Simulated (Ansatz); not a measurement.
Base system: AlSb in the zinc blende structure (space group F-43m, No. 216).

```cif
data_Al4Sb4
_chemical_formula_sum 'Sb4 Al4'
_space_group_name_H-M_alt 'F-43m'
_space_group_IT_number 216
_space_group_name_Hall 'F -4 2 3'
_cell_length_a 6.17748
_cell_length_b 6.17748
_cell_length_c 6.17748
_cell_angle_alpha 90.000
_cell_angle_beta 90.000
_cell_angle_gamma 90.000
loop_
_atom_site_label
_atom_site_type_symbol
_atom_site_symmetry_multiplicity
_atom_site_Wyckoff_symbol
_atom_site_fract_x
_atom_site_fract_y
_atom_site_fract_z
_atom_site_occupancy
Sb1 Sb 4 c 0.25000 0.25000 0.25000 1
Al1 Al 4 a 0.00000 0.00000 0.00000 1
```
(The calculation used a cell of 2 atoms; values per cell refer to that cell.)

The values are results of r2SCAN (Ansatz, a quantum-chemistry and plane-wave program; PAW; 500 eV plane waves; spin-orbit coupling left out), earlier PAW set, not measurements.

Before the change:

* **Valley order**: a point along ⟨100⟩, about 0.9 Å⁻¹ from Γ 1.51 eV; L along ⟨111⟩ 1.69 eV; Γ 2.03 eV
* **Hole mass**: 0.11, 0.35, 0.35 mₑ (at Γ)

Now apply this change: cell and atoms relaxed at a pressure of 4.5 GPa.

### Question
How does this affect the valley order and hole mass?

### Answer
The valley order (the lowest conduction-band minima on the path, energy above the VBM, named in the base's zone) becomes a point along ⟨100⟩, about 0.9 Å⁻¹ from Γ 1.40 eV; L along ⟨111⟩ 1.92 eV; Γ 2.63 eV (base: a point along ⟨100⟩, about 0.9 Å⁻¹ from Γ 1.51 eV; L along ⟨111⟩ 1.69 eV; Γ 2.03 eV); the hole mass (degenerate bands, along [100]) becomes 0.13, 0.33, 0.33 mₑ (at Γ) (base: 0.11, 0.35, 0.35 mₑ (at Γ)).

With Sb present, leaving out spin-orbit coupling can change the band edges. The levels and masses belong to the bands next to the band gap. Load acts through the strain it causes; cell and atoms are relaxed under it. Masses are band curvatures over ±0.01 Å⁻¹ around the edge. No phonon test of stability was made. Tetrahedral semiconductors of this kind turn to denser phases somewhere between about 1 and 50 GPa; those were not computed, so compressed cells here can lie past the real transition.
